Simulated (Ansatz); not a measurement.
Runs of Ansatz 0.2.0 on MgS (Niningerite). Symmetry: Fm-3m, No. 225, cubic system. Conventional cell: a = 5.203 Å, b = 5.203 Å, c = 5.203 Å, α = 90.00°, β = 90.00°, γ = 90.00°. S (site symmetry m-3m) has 6 Mg at 2.60 Å as nearest neighbours. Around Mg (site symmetry m-3m) lie 6 S at 2.60 Å. 

```tsv
task	level	potentials or basis	k mesh	cutoff (eV)	smearing	basis error allowed	gap on the mesh (eV)	pressure (GPa)
single point	PBE	all-electron LAPW, scalar-relativistic	5 × 5 × 5	168	fermi-dirac 0.04 eV	0.002 eV/atom	3.19	1.3
phonons	PBE	all-electron LAPW, scalar-relativistic	9 × 9 × 9	179	fermi-dirac 0.05 eV	0.002 eV/atom	2.92	-
elastic constants	PBE	all-electron LAPW, scalar-relativistic	7 × 7 × 7	179	fermi-dirac 0.05 eV	0.002 eV/atom	(a)	(b)
phonons	PBEsol	all-electron PAW datasets made for the crystal	9 × 9 × 9	200	fermi-dirac 0.05 eV	-	2.83	-
```

Alike in all rows: no spin polarisation; cell as given.

Estimate the missing entries.

(a) 3.00; (b) 1.2.

Caveats: an odd mesh through Γ misses points on the zone boundary, where band edges often lie.

The runs don't all hold the same shells in valence.
